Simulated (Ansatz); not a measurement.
# TaSi2 (P6_422) in Ansatz: band structure with revPBE

Aim: the band structure of TaSi2 with revPBE.

Program: Ansatz 0.2.0. These are calculated values, not measurements. Logs are shortened: lines on timing, memory, paths and dates and some standing lists are left out, and cuts for length are marked.

**1. The structure**

Symmetry: P6_422, No. 181, hexagonal system. Conventional cell: a = 4.784 Å, b = 4.784 Å, c = 6.570 Å, α = 90.00°, β = 90.00°, γ = 120.00°. Ta (site symmetry 222) has 10 Si at 2.61 to 2.83 Å as nearest neighbours. Si (site symmetry 2) is surrounded by 5 Si at 2.56 to 2.83 Å and 5 Ta at 2.61 to 2.83 Å.

**2. Band structure, revPBE**

File input.yaml:

```yaml
crystal:
  lattice:
    - [4.7839, 0.0, 0.0]
    - [-2.39195, 4.1429789292, 0.0]
    - [0.0, 0.0, 6.57]
  atoms:
    - { symbol: Ta, position: [0.0, 0.5, 0.3333333333] }
    - { symbol: Ta, position: [0.5, 0.5, 0.6666666667] }
    - { symbol: Ta, position: [0.5, 0.0, 0.0] }
    - { symbol: Si, position: [0.31794, 0.15897, 0.3333333333] }
    - { symbol: Si, position: [0.15897, 0.84103, 0.6666666667] }
    - { symbol: Si, position: [0.84103, 0.68206, 0.0] }
    - { symbol: Si, position: [0.68206, 0.84103, 0.3333333333] }
    - { symbol: Si, position: [0.84103, 0.15897, 0.6666666667] }
    - { symbol: Si, position: [0.15897, 0.31794, 0.0] }
hamiltonian:
  xc: revpbe
  pseudopotentials: { kind: paw }
kpoints:
  mp_grid: { grid: [7, 7, 4] }
  band_path:
    path:
      - [[0.0, 0.0, 0.0], [0.5, 0.0, 0.0], [0.3333333333, 0.3333333333, 0.0], [0.0, 0.0, 0.0], [0.0, 0.0, 0.5], [0.5, 0.0, 0.5], [0.3333333333, 0.3333333333, 0.5], [0.0, 0.0, 0.5]]
      - [[0.5, 0.0, 0.5], [0.5, 0.0, 0.0]]
      - [[0.3333333333, 0.3333333333, 0.0], [0.3333333333, 0.3333333333, 0.5]]
    npoints: 10
scf:
  occupations: { method: fermi_dirac, width: 0.05 }
  n_extra_bands: 22
output:
  forces: true
  stress: true
  eigenvalues: true
  fatbands: false
```

Potentials or basis: Ansatz PAW.

On the command line:

```
> ansatz run input.yaml --threads 4 --pin off --max-ram 11264MiB --backend cpu --events-out ev --progress --plain --runs-dir out
```

Output:

```text
Warning: RAYON_NUM_THREADS=4 ignored (pool sized by the plan → 4); use --threads N
scf.n_extra_bands = 22 over 32 filled bands (N_el = 63.0): the run solves 54 bands
Engine: ansatz 0.2.0, aarch64-unknown-linux-gnu
Pseudopotentials: kind: paw
Pseudopotential: Ta, paw, valence charge 13, recommended cutoff 420 eV (normal), Ta.paw.azcp
Pseudopotential: Si, paw, valence charge 4, recommended cutoff 420 eV (normal), Si.paw.azcp
Functional definition: revPBE
  parameter kappa = 1.245
  parameter beta = 0.06672455060314922
  exchange = pbe_x(kappa = kappa, mu = beta*pi^2/3)
  correlation = pbe_c(beta = beta)
Crystal: 9 atoms, lattice volume = 130.215 Å³
Basis set: ecut = 420 eV, 2523 PW (Γ), exchange–correlation on 64×64×90 points (8 copies of the dense FFT grid, shifted against one another)
Bands: 54, of which v1, the nominal top of the filled ones, is band 32 counted from 1 (31 counted from 0)
Symmetry: 12 space group operations
Space group: P6422 (ITA 181), of the structure as read, at distance tolerance 5.1e-5 Å
k-points: 24 of 196 (time reversal used)
Non-local potential: Ta, projectors of the file, l = 0: 3, l = 1: 2, l = 2: 2, l = 3: 1
Non-local potential: Si, projectors of the file, l = 0: 2, l = 1: 2, l = 2: 2
PAW form: soft (Blöchl's): semilocal exchange-correlation on the pseudo side does not see the compensation charge
PAW frozen core: Ta, regenerated for the run's functional, and the local potential with it (the file was generated under x = pbe(κ = 0.804, μ = 0.2195149727645171), c = pbe(β = 0.06672455060314922))
PAW frozen core: Si, regenerated for the run's functional, and the local potential with it (the file was generated under x = pbe(κ = 0.804, μ = 0.2195149727645171), c = pbe(β = 0.06672455060314922))
PAW one-centre angular grid: Ta, 590 points (default); XC on 64 Gauss nodes
PAW one-centre angular grid: Si, 110 points (default); XC on 64 Gauss nodes
Initial density: superposition of atomic densities (neutral atoms: chi_scale 0, normalization atom), corrected by the library's trained network
Initial wavefunctions: pseudopotential atomic-orbital guess
Functional: x = revpbe(κ = 1.245, μ = 0.2195149727645171), c = pbe(β = 0.06672455060314922)
SCF iter   1: F=—  HF=-33655.835081 eV  |F-HF|=—  |Δ(HF+E_count)|=         —  Δρ=4.24e-3  dr2=1.70e-2  ethr=1.77e-3  ⟨swp⟩=5.3  Hψ=5631  notcnv=0  defer=118
preconditioner: auto → Kerker (q_TF=auto, 2.417 Å⁻¹)  [metal: Δε(μ)=0.056 eV  Ē_g=9.592 eV  σ=0.050 eV  W_gap=0.26  n_scr=22 (ndim 8)  ℏωp=20.3 eV  f_vac=0.000  D(μ)=3.13/eV (n_scr^D=22)]
SCF iter   2: F=—  HF=-33655.835956 eV  |F-HF|=—  |Δ(HF+E_count)|=   8.75e-4  Δρ=2.47e-3  dr2=5.65e-3  ethr=2.69e-5  ⟨swp⟩=1.2  Hψ=1523  notcnv=0  defer=231
SCF iter   3: F=—  HF=-33655.836362 eV  |F-HF|=—  |Δ(HF+E_count)|=   4.06e-4  Δρ=2.14e-4  dr2=4.64e-5  ethr=8.96e-6  ⟨swp⟩=2.3  Hψ=1360  notcnv=0  defer=231
SCF iter   4: F=—  HF=-33655.836454 eV  |F-HF|=—  |Δ(HF+E_count)|=   9.22e-5  Δρ=4.05e-5  dr2=1.43e-6  ethr=7.36e-8  ⟨swp⟩=2.6  Hψ=1727  notcnv=0  defer=231
iter 5 did not close the SCF: its close was put off for the readings that it lacked (scf_convergence_deferred on its scf_iter line)
SCF iter   5: F=-33655.836454 eV  HF=-33655.836454 eV  |F-HF|=2.65e-8  |Δ(HF+E_count)|=   8.39e-8  Δρ=7.26e-6  dr2=7.29e-8  ethr=2.28e-9  ⟨swp⟩=2.5  Hψ=1451  notcnv=0  defer=231
SCF iter   6: F=-33655.836454 eV  HF=-33655.836454 eV  |F-HF|=1.81e-9  |Δ(HF+E_count)|=   5.32e-9  Δρ=1.22e-6  dr2=3.09e-9  ethr=1.16e-10  ⟨swp⟩=9.2  Hψ=6274  notcnv=0
SCF 1 converged in 6 iterations: F = -33655.836454 eV  dr2 = 3.09e-9
NSCF: frozen V_eff on 93 k-points
SCF converged after 6 iterations
Free energy (F): -33655.836454 eV
Harris-Foulkes:  -33655.836454 eV  (|F-HF|=1.81e-9)
Internal energy: -33655.810287 eV  (E = F + TS)
E sigma→0 (E₀):  -33655.823371 eV
Entropy (-TS):   -0.026167 eV (-2.907 meV/atom)
Fermi energy:    15.265989 eV
--- Per-component energies (eV) ---
  E_band       = -251.675477
  E_kinetic    = 1362.473505
  E_local      = -2332.486922  (includes V_loc(G=0)·N_el)
  E_nonlocal   = 191.747507
  E_hartree    = 894.011586
  E_xc         = -999.314325
  E_vxc        = -908.144568  (∫ρ·V_xc dr)
  E_paw        = -28306.456553  (= ΣΔE_a)
  E_vpaw       = -353.289515  (= ΣTr[D̂ρ^β])
  E_aug_tail   = 0.000487  (compensation charges beyond the density's cutoff)
  E_ewald      = -4465.613967
  E_core_change = -0.171606  (= ΣΔE_core)
  E_smearing   = -0.026167  (= −TS)
  E_closure    = -0.000000  (closes the sum)
  Σ components = -33655.836454   (vs F -33655.836454, Δ=0.00e0)
--- Forces (eV/Å), atoms counted from 1 ---
  atom   1  Ta     0.00000000    -0.00000000    -0.00000000
  atom   2  Ta     0.00000000     0.00000000     0.00000000
  atom   3  Ta    -0.00000000     0.00000000     0.00000000
  atom   4  Si     0.02006094     0.01158219    -0.00000000
  atom   5  Si     0.02006094    -0.01158219     0.00000000
  atom   6  Si    -0.00000000    -0.02316437    -0.00000000
  atom   7  Si    -0.02006094    -0.01158219     0.00000000
  atom   8  Si    -0.02006094     0.01158219    -0.00000000
  atom   9  Si    -0.00000000     0.02316437     0.00000000
  max |Σ_I F_I| component: 1.25e-16 eV/Å
--- Stress (GPa, compression-positive) ---
        3.945570      -0.000000      -0.000000
       -0.000000       3.945570       0.000000
        0.000000       0.000000       5.377263
  P = ⅓ Tr σ = 4.4228 GPa (44.228 kbar)
--- Band table (eV; the first three rows and the last of 24) ---
  k-point 0: bands = ["-52.3919", "-52.3767", "-52.3767", "-19.0777", "-19.0730", "-19.0730", "-19.0108", "-19.0108", "-18.9124", "-18.9110", "-18.9069", "-18.9069", "1.8785", "5.2003", "5.2003", "8.7025", "9.3258", "9.3258", "9.4198", "9.4198", "10.4754", "11.4091", "11.4091", "11.7809", "12.7118", "12.7118", "12.7649", "12.7649", "12.8163", "13.0771", "13.0771", "13.7622", "16.0108", "18.2493", "18.2493", "18.7421", "18.8298", "18.8433", "19.1725", "19.1725", "19.3149", "19.3149", "19.6678", "19.9702", "19.9702", "20.3779", "20.3779", "20.7899", "21.1218", "21.1218", "21.4211", "23.2213", "23.3671", "23.3671"]
  k-point 1: bands = ["-52.3905", "-52.3817", "-52.3730", "-19.1083", "-19.0673", "-19.0222", "-19.0162", "-19.0160", "-18.9266", "-18.9263", "-18.9166", "-18.8832", "2.1226", "3.9052", "6.4883", "8.9074", "8.9506", "9.3641", "9.8049", "9.8064", "10.3161", "10.4066", "10.8251", "11.1870", "12.5127", "12.7775", "12.9991", "13.0291", "13.0866", "13.2295", "13.6592", "14.3118", "16.7148", "17.5628", "18.0394", "18.5763", "18.6960", "18.7907", "19.1284", "19.1685", "19.3496", "19.4643", "19.5217", "19.6275", "20.2098", "20.2991", "20.5495", "20.5938", "20.8579", "22.0591", "22.3259", "22.7469", "22.7478", "23.4668"]
  k-point 2: bands = ["-52.3868", "-52.3868", "-52.3716", "-19.1209", "-19.0413", "-19.0413", "-19.0188", "-18.9682", "-18.9682", "-18.9254", "-18.9254", "-18.8735", "2.8270", "2.8270", "7.2911", "8.8123", "8.9483", "9.4020", "9.4020", "10.1949", "10.1949", "10.3801", "10.3801", "11.0467", "12.4724", "12.5954", "12.5954", "13.0420", "13.2181", "13.4657", "13.4657", "16.4163", "16.4163", "17.8896", "17.8896", "18.7275", "18.7530", "18.7530", "18.8130", "18.9090", "19.1678", "19.4661", "19.4661", "19.4988", "19.7299", "20.3321", "20.3321", "20.6983", "20.6983", "21.7843", "22.0516", "22.0516", "23.5645", "23.5645"]
  k-point 23: bands = ["-52.3867", "-52.3806", "-52.3778", "-19.1181", "-19.0899", "-19.0891", "-18.9996", "-18.9794", "-18.9395", "-18.9060", "-18.9042", "-18.8825", "4.6020", "4.6350", "5.4755", "6.2984", "6.4371", "7.5370", "9.9246", "10.0007", "10.7837", "11.0046", "12.3786", "12.4467", "12.6212", "12.7011", "12.7149", "12.8317", "14.1536", "14.7450", "14.7748", "15.2927", "16.3545", "16.9468", "17.0278", "17.5552", "17.5678", "18.2012", "18.6013", "18.7518", "19.0051", "19.1791", "19.2887", "19.7892", "20.4323", "20.6536", "21.3259", "21.4536", "21.7807", "21.8592", "22.1437", "22.6067", "23.1097", "23.1413"]
```

Run time: 11 s. Hardware: 4 threads of Arm Neoverse V2, shared host; peak memory 0.65 GiB.

Results:

* Free energy: -33655.8365 eV
* Pressure: 4.4 GPa
* Largest force: 0.023 eV/Å
* Band gap on the k mesh: none (metal or under the smearing width)

Forces on the atoms (eV/Å):
```
Ta   0.000  0.000  0.000
Ta   0.000  0.000  0.000
Ta   0.000  0.000  0.000
Si   0.020  0.012  0.000
Si   0.020 -0.012  0.000
Si   0.000 -0.023  0.000
Si  -0.020 -0.012  0.000
Si  -0.020  0.012  0.000
Si   0.000  0.023  0.000
```

Stress tensor (GPa, compression positive):
```
3.95 0.00 0.00
0.00 3.95 0.00
0.00 0.00 5.38
```

Levels at the corners of the path, in eV from the Fermi level:
| point | band 29 | band 30 | band 31 | band 32 | band 33 | band 34 | band 35 | band 36 |
| --- | --- | --- | --- | --- | --- | --- | --- | --- |
| Γ | -2.45 | -2.19 | -2.19 | -1.50 | 0.74 | 2.98 | 2.98 | 3.48 |
| M | -1.08 | -0.74 | -0.08 | -0.04 | 0.88 | 1.19 | 1.57 | 1.96 |
| K | -1.72 | -1.72 | 0.35 | 0.35 | 0.57 | 2.12 | 2.12 | 2.21 |
| Γ | -2.45 | -2.19 | -2.19 | -1.50 | 0.74 | 2.98 | 2.98 | 3.48 |
| A | -2.05 | -1.80 | -1.80 | 1.15 | 1.15 | 2.62 | 2.62 | 3.46 |
| L | -2.03 | -1.83 | -0.68 | -0.26 | 1.56 | 1.97 | 2.54 | 2.56 |
| H | -0.74 | -0.74 | -0.14 | -0.14 | 0.96 | 1.58 | 1.58 | 2.32 |
| A | -2.05 | -1.80 | -1.80 | 1.15 | 1.15 | 2.62 | 2.62 | 3.46 |
| L | -2.03 | -1.83 | -0.68 | -0.26 | 1.56 | 1.97 | 2.54 | 2.56 |
| M | -1.08 | -0.74 | -0.08 | -0.04 | 0.88 | 1.19 | 1.57 | 1.96 |
| K | -1.72 | -1.72 | 0.35 | 0.35 | 0.57 | 2.12 | 2.12 | 2.21 |
| H | -0.74 | -0.74 | -0.14 | -0.14 | 0.96 | 1.58 | 1.58 | 2.32 |

Caveat: spin-orbit coupling is left out, which moves the levels of the heavy elements; the PAW data sets come from PBE, with cores solved anew for the run's functional, which leaves a small shift of forces and pressure.
